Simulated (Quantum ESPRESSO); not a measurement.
# CaSe (Fm-3m): the LO frequency by hand

Aim: work out the LO frequency and the static dielectric constant of CaSe (Fm-3m) from one linear-response run, then check them.

Method: DFT LDA, scalar-relativistic, plane waves, GBRV ultrasoft pseudopotentials, in Quantum ESPRESSO 7.5.

The database entry behind the starting cell differs from later determinations by our own check (0.1 to 0.3 % short, probably kX units), so it need not match the best structure at ambient conditions.

**1. The relaxed structure**

The structure is cubic, space group Fm-3m (No. 225). Conventional cell: a = 5.792 Å, b = 5.792 Å, c = 5.792 Å, α = 90.00°, β = 90.00°, γ = 90.00°. Nearest to Ca lie 6 Se at 2.90 Å. Se has 6 Ca at 2.90 Å nearest. Farther neighbours and most contacts between anions are not listed.

This is the cell after its relaxation at this level of theory, not the database cell from which that began.

**2. What the response run gave**

A linear-response run on the relaxed cell, with the response to an electric field; only its zone-centre results are used. Cutoff 40 Ry, k mesh 8×8×8.

What it wrote:

```text
[banners, grids, parts of the stress and lines that vanish by symmetry left out]
Program PHONON v.7.5
     Reading xml data from directory:

[...]
Exchange-correlation= PZ
                           (   1   1   0   0   0   0   0)
[...]
kinetic-energy cut-off    =      40.0000  Ry
     charge density cut-off    =     240.0000  Ry
     convergence threshold     =      1.0E-18
[...]
Exchange-correlation= PZ
                           (   1   1   0   0   0   0   0)
[...]
q = (   0.0000000   0.0000000   0.0000000 )
     49 Sym.Ops. (with q -> -q+G )
     G cutoff =  364.1166  (  20539 G-vectors)     FFT grid: ( 40, 40, 40)
     G cutoff =  242.7444  (  11191 G-vectors)  smooth grid: ( 32, 32, 32)
     number of k points=    29
[...]
Mode symmetry, O_h (m-3m)  point group:
[...]
Dielectric constant
[...]
End of electric fields calculation
          Dielectric constant in cartesian axis
          (       6.079435368       0.000000000       0.000000000 )
          (       0.000000000       6.079435368       0.000000000 )
          (       0.000000000       0.000000000       6.079435368 )
          Effective charges (d Force / dE) in cartesian axis without acoustic sum rule applied (asr)
           atom    1  Ca    Mean Z*:        2.35379
      Ex  (        2.35379        0.00000       -0.00000 )
      Ey  (        0.00000        2.35379       -0.00000 )
      Ez  (       -0.00000       -0.00000        2.35379 )
           atom    2  Se    Mean Z*:       -2.36174
      Ex  (       -2.36174       -0.00000       -0.00000 )
      Ey  (       -0.00000       -2.36174       -0.00000 )
      Ez  (       -0.00000        0.00000       -2.36174 )
          Effective charges Sum: Mean:       -0.00795
[...]
Effective charges (d Force / dE) in cartesian axis with asr applied:
           atom    1  Ca    Mean Z*:        2.35777
[...]
atom    2  Se    Mean Z*:       -2.35777
[...]
Representation #   1 modes #   1   2   3
[...]
End of self-consistent calculation
     Convergence has been achieved
     Representation #   2 modes #   4   5   6
[...]
End of self-consistent calculation
     Convergence has been achieved
[...]
Dielectric constant in cartesian axis
          (       6.079435368       0.000000000       0.000000000 )
          (       0.000000000       6.079435368       0.000000000 )
          (       0.000000000       0.000000000       6.079435368 )
          Effective charges (d Force / dE) in cartesian axis without acoustic sum rule applied (asr)
           atom    1  Ca    Mean Z*:        2.35379
      Ex  (        2.35379        0.00000       -0.00000 )
      Ey  (        0.00000        2.35379       -0.00000 )
      Ez  (       -0.00000       -0.00000        2.35379 )
           atom    2  Se    Mean Z*:       -2.36174
      Ex  (       -2.36174       -0.00000       -0.00000 )
      Ey  (       -0.00000       -2.36174       -0.00000 )
      Ez  (       -0.00000        0.00000       -2.36174 )
          Effective charges Sum: Mean:       -0.00795
[...]
Effective charges (d Force / dE) in cartesian axis with asr applied:
           atom    1  Ca    Mean Z*:        2.35777
[...]
atom    2  Se    Mean Z*:       -2.35777
[...]
q = (    0.000000000   0.000000000   0.000000000 )
[...]
freq (    1) =      -0.249243 [THz] =      -8.313837 [cm-1]
     freq (    2) =      -0.249243 [THz] =      -8.313837 [cm-1]
     freq (    3) =      -0.249243 [THz] =      -8.313837 [cm-1]
     freq (    4) =       5.742538 [THz] =     191.550439 [cm-1]
     freq (    5) =       5.742538 [THz] =     191.550439 [cm-1]
     freq (    6) =       5.742538 [THz] =     191.550439 [cm-1]
[...]
Mode symmetry, O_h (m-3m)  point group:
     freq (   1-   3) =         -8.3  [cm-1]   --> T_1u G_15  G_4- I
     freq (   4-   6) =        191.6  [cm-1]   --> T_1u G_15  G_4- I

   JOB DONE.
```

```
                       quantity   value
             cell volume Ω (Å³)  48.570
                 mass of Ca (u)  40.078
                 mass of Se (u)  78.971
     Born charge of Ca, raw (e)   2.354
     Born charge of Se, raw (e)  -2.362
                             ε∞   6.079
ω(TO) after the sum rule (cm⁻¹)   191.8
```

**3. The calculation**

The charges must sum to zero over the cell; taking off their mean, -0.004 e, leaves Z* = 2.358 e on Ca. In the polar mode Ca moves against Se, so the reduced mass is μ = 40.08 × 78.97 / 119.05 = 26.586 u.

A longitudinal wave builds up a field that adds to the restoring force: ω(LO)² = ω(TO)² + 4π Z*² / (μ Ω ε∞), in Hartree atomic units. With μ = 48463 electron masses and Ω = 327.77 bohr³ the second term is 7.2338e-07 Ha², or 34845 cm⁻² (1 Ha = 219474.6 cm⁻¹).

So ω(LO) = √(36780 + 34845) = 267.6 cm⁻¹, and by the Lyddane-Sachs-Teller relation ε₀ = ε∞ (ω(LO)/ω(TO))² = 11.84.

**4. Check against the program**

The analysis program adds the same non-analytic term to the full matrix, here for q along (1 0 0).

What it wrote:

```text
[banner, memory and clock lines left out]
Program DYNMAT v.7.5

     Reading Dynamical Matrix from file g.dyn
     ...Force constants read
     ...epsilon and Z* read

     Polarizability (A^3 units)
     multiply by 0.371313 for Clausius-Mossotti correction
        19.632581    0.000000    0.000000
         0.000000   19.632581    0.000000
         0.000000    0.000000   19.632581

     IR activities are in (D/A)^2/amu units

# mode   [cm-1]    [THz]      IR
    1     -0.00   -0.0000    0.0000
    2      0.00    0.0000    0.0000
    3      0.00    0.0000    0.0000
    4    191.78    5.7495    4.8242
    5    191.78    5.7495    4.8242
    6    267.63    8.0233    4.8242
```

ε₀ comes from the program's run without a direction of q.

```
    quantity  by hand  program
ω(LO) (cm⁻¹)    267.6    267.6
          ε₀    11.84    11.84
```

**5. Summary of results**

```json
{"TO mode": "191.8 cm⁻¹", "LO mode": "267.6 cm⁻¹", "static dielectric constant": "11.84"}
```

In words: The LO mode of CaSe (Fm-3m) lies at 268 cm⁻¹, 76 cm⁻¹ above the TO mode; the formula meets the program within 0.1 cm⁻¹, as it must for a cubic crystal with one polar mode. ω(LO)² − ω(TO)² goes with Z*²/ε∞: an error of 5 % in ε∞ would move the LO mode by 3.1 cm⁻¹, and semilocal functionals tend to overestimate ε∞. These are harmonic values at zero temperature, at the volume of this functional, for the structure held cubic; stability elsewhere in the zone is no part of this calculation.

[Host names and launcher messages were left out of these logs when they were recorded.]

[Logs are printed without paths, hosts, clocks, repeated set-up lines and the standing remarks that a program may print on its own settings, such as how far it seeks lower states.]

[Hosts, paths, dates, database ids (printed as entryN), source tags and the programs' standing remarks are cut or masked in the printed files.]
